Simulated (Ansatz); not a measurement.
# SnTe: pressure up to the limit of the methods

One table from this session's results is given with a row withheld; the runs are named, their logs left out.

Method: DFT, PBE, PAW with Ansatz's default frozen-core files, scalar-relativistic, in Ansatz 0.2.0.

1 further run of the same task is left out (it didn't finish).

## The structure to begin with

Symmetry: P6_3mc, No. 186, hexagonal system. The conventional cell has a = 4.397 Å, b = 4.397 Å, c = 7.167 Å, α = 90.00°, β = 90.00°, γ = 120.00°. Around Sn (site symmetry 3m) lie 4 Te at 2.69 Å. Around Te (site symmetry 3m) lie 4 Sn at 2.69 Å.

Coordinates:

```
Sn Te
1.0
     4.39698    0.00000    0.00000
    -2.19849    3.80790    0.00000
     0.00000    0.00000    7.16707
Sn Te
2 2
Direct
  0.33333 0.66667 0.00000
  0.66667 0.33333 0.50000
  0.33333 0.66667 0.37600
  0.66667 0.33333 0.87600
```

Whether this phase is the stable one at these pressures isn't tested.

Atoms are numbered in the order of the input: Sn1, Sn2, Te3, Te4.

Set-up of the first run:

Input file input.yaml:

```yaml
crystal:
  lattice:
    - [4.3969784454, 0.0, 0.0]
    - [-2.1984892227, 3.8078950336, 0.0]
    - [0.0, 0.0, 7.1670748659]
  atoms:
    - { symbol: Sn, position: [0.3333333333, 0.6666666667, 0.0] }
    - { symbol: Sn, position: [0.6666666667, 0.3333333333, 0.5] }
    - { symbol: Te, position: [0.3333333333, 0.6666666667, 0.376] }
    - { symbol: Te, position: [0.6666666667, 0.3333333333, 0.876] }
kpoints:
  mp_grid: { grid: [9, 9, 5] }
scf:
  occupations: { method: fermi_dirac, width: 0.05 }
hamiltonian:
  xc: pbe
  pseudopotentials: { kind: paw }
output:
  forces: true
  stress: true
relax:
  f_tol: 0.005
  max_steps: 40
  cell: {}
```

Command:

```console
ansatz run input.yaml --threads 1 --pin off --max-ram 3072MiB --backend cpu --events-out ev --progress --plain --runs-dir out
```

Among the steps run: Cell relaxed at zero pressure, PAW; Volume scaled by 1, PAW; Shape and atoms relaxed at 0.94 of the volume, PAW; Volume scaled by 0.94, PAW; Shape and atoms relaxed at 0.88 of the volume, PAW; Volume scaled by 0.88, PAW; Volume scaled by 0.88, PAW (cutoff 300 eV); Shape and atoms relaxed at 0.8 of the volume, PAW; Volume scaled by 0.8, PAW; Shape and atoms relaxed at 0.72 of the volume, PAW; Volume scaled by 0.72, PAW; Shape and atoms relaxed at 0.64 of the volume, PAW; Volume scaled by 0.64, PAW; Shape and atoms relaxed at 0.55 of the volume, PAW; Volume scaled by 0.55, PAW; Volume scaled by 0.55, PAW (partial_waves polarizable).

One table of the session follows, with a row left open; its other results are not shown here.

| method | volume over the first | volume (Å³/atom) | pressure (GPa) | largest force (eV/Å) |
| --- | --- | --- | --- | --- |
| PAW | 1 | ? | ? | ? |
| PAW | 0.94 | 39.285 | 1.75 | 0.000 |
| PAW | 0.88 | 36.777 | 4.53 | 0.003 |
| PAW | 0.8 | 33.434 | 9.98 | 0.002 |
| PAW | 0.72 | 30.090 | 17.61 | 0.000 |
| PAW | 0.64 | 26.747 | 29.83 | 0.000 |
| PAW | 0.55 | 22.986 | 55.44 | 0.000 |
| PAW (cutoff 300 eV) | 0.88 | 36.777 | 4.57 | 0.004 |
| PAW (partial_waves polarizable) | 0.55 | 22.986 | 55.44 | 0.000 |

Q: Estimate the row for PAW, 1 from the others.

As computed: volume (Å³/atom): 41.792; pressure (GPa): -0.01; largest force (eV/Å): 0.001. In the column «volume (Å³/atom)» it is the highest.

Limits of these values: Warnings in the runs' records: structure snapped to symmetry, cutoff below recommended.
